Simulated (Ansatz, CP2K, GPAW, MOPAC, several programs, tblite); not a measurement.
# Many methods on one cell: AgI (wurtzite)

AgI (wurtzite), relaxed with r2SCAN in Ansatz, was computed with several methods. The symmetry is P6_3mc (No. 186, hexagonal); a = 4.651 Å, c = 7.599 Å in the conventional setting, 35.59 Å³ an atom. Around Ag lie 4 I at 2.85 Å; around I lie 4 Ag at 2.85 Å. Spin-unpolarised throughout; all numbers are computed.

```xyz
4
Lattice="4.6509 0.0000 0.0000 -2.3254 4.0278 0.0000 0.0000 0.0000 7.5993" Properties=species:S:1:pos:R:3 pbc="T T T"
Ag    0.0000    2.6852    0.0000
Ag    2.3254    1.3426    3.7997
I     0.0000    2.6852    2.8497
I     2.3254    1.3426    6.6493
```

Gaps and times are for a single point on this cell; volume and bulk modulus come from each method's own relaxation or energy curve at fixed shape, which is too stiff where a cell has free coordinates or axes. Times are rough, from shared hosts (Arm Neoverse V1), and each method has its own mesh and cell size. A double dagger marks a value from a curve with shape and coordinates held. PM6 (MOPAC): levels, charges or heat of formation failed a check of plausibility, so no values are given. PM6 (MOPAC), PM7 (MOPAC), GFN1-xTB (tblite), GFN2-xTB (tblite) treat a cluster of cells at its zone centre, which samples few k points: where these miss a band edge, the gap comes out too large for that reason alone. Gaps from k meshes are read at a limited set of points (mesh, symmetry points, PBE's band edges), so each method's own least gap may be somewhat smaller. xTB and the PM methods were fitted mostly to molecules, and can miss a solid's gap by electronvolts. Minimal bases can be far off for gaps. GLLB-SC's gap includes the derivative discontinuity. d marks a direct gap, i an indirect one (no mark: not told apart), a dash a value that wasn't computed or didn't pass its checks.

| method | kind | gap (eV) | own volume (Å³/atom) | bulk modulus (GPa) | atoms computed | processor time |
| --- | --- | --- | --- | --- | --- | --- |
| GFN1-xTB (tblite) | tight binding | 2.66 | 36.15‡ | 42‡ | 72 | 2.9 s |
| light PBE (260 eV and a coarse mesh) | light plane-wave | 1.38 d | – | – | 4 | 3.2 s |
| GFN2-xTB (tblite) | tight binding | 5.56 | 37.75‡ | 35‡ | 72 | 5.5 s |
| PBE/SZV (CP2K) | small basis | 1.74 d | – | – | 4 | 9 s |
| PM7 (MOPAC) | semi-empirical | 4.15 | 34.31‡ | 65‡ | 72 | 11 s |
| PBE | semilocal | 1.37 d | 36.43 | 26‡ | 4 | 16 s |
| PBE/DZVP (CP2K) | small basis | 1.41 d | 37.47‡ | 25‡ | 4 | 25 s |
| r2SCAN | semilocal | 1.86 d | 35.59 | 29‡ | 4 | 29 s |
| PBE/single zeta (GPAW) | small basis | 1.14 d | – | – | 4 | 37 s |
| GLLB-SC (GPAW) | model potential | 2.56 | – | – | 4 | 2.1 min |
| PM6 (MOPAC) | semi-empirical | – | – | – | 72 | 3.4 min |

Against r2SCAN (1.86 eV) and with closed or daggered gaps left aside, the nearest gap at the points sampled is that of PBE/SZV (CP2K) (-0.12 eV) and the farthest that of GFN2-xTB (tblite) (+3.70 eV). r2SCAN is only a yardstick of convenience: semilocal gaps usually lie below measured ones, which GLLB-SC and hybrids aim to mend.

Volumes against r2SCAN's: PBE +2.4 %.

No spin-orbit coupling is included; it can move band edges with weight on the heavy atoms by tenths of an eV.
